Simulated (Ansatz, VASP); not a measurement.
# CdSe: VASP beside Ansatz

```
Cd Se
1.0
     0.00000    3.09841    3.09841
     3.09841    0.00000    3.09841
     3.09841    3.09841    0.00000
Cd Se
1 1
Direct
  0.00000 0.00000 0.00000
  0.75000 0.75000 0.75000
```

Alike in both runs: functional PBE; k mesh 10 × 10 × 10; occupations gaussian, width 0.02 eV; no spin polarisation.

Ansatz relaxed the structure, and its values are those at the end. VASP's run is a single point on that final structure, the one shown.

|  | VASP | Ansatz |
| --- | --- | --- |
| version | VASP 6.6.1 | Ansatz 0.2.0 |
| potentials or method | VASP PAW PBE potentials, release 64 (Cd, Se) | scalar-relativistic, plane waves, PAW |
| plane-wave cutoff (eV) | 520 | 420 |
| valence electrons in the cell | 18 | 36 |

|  | VASP | Ansatz | Ansatz less VASP |
| --- | --- | --- | --- |
| gap on the k mesh at the Fermi level (eV) | 0.49 | 0.49 | +0.001 |
| least direct gap on the mesh (eV) | 0.49 | 0.49 | +0.001 |
| pressure (GPa) | 0.2 | 0.0 | -0.25 |

With one functional, cell and mesh, what is left measures potentials, basis and numerics. The two sets of potentials don't hold the same shells in valence.
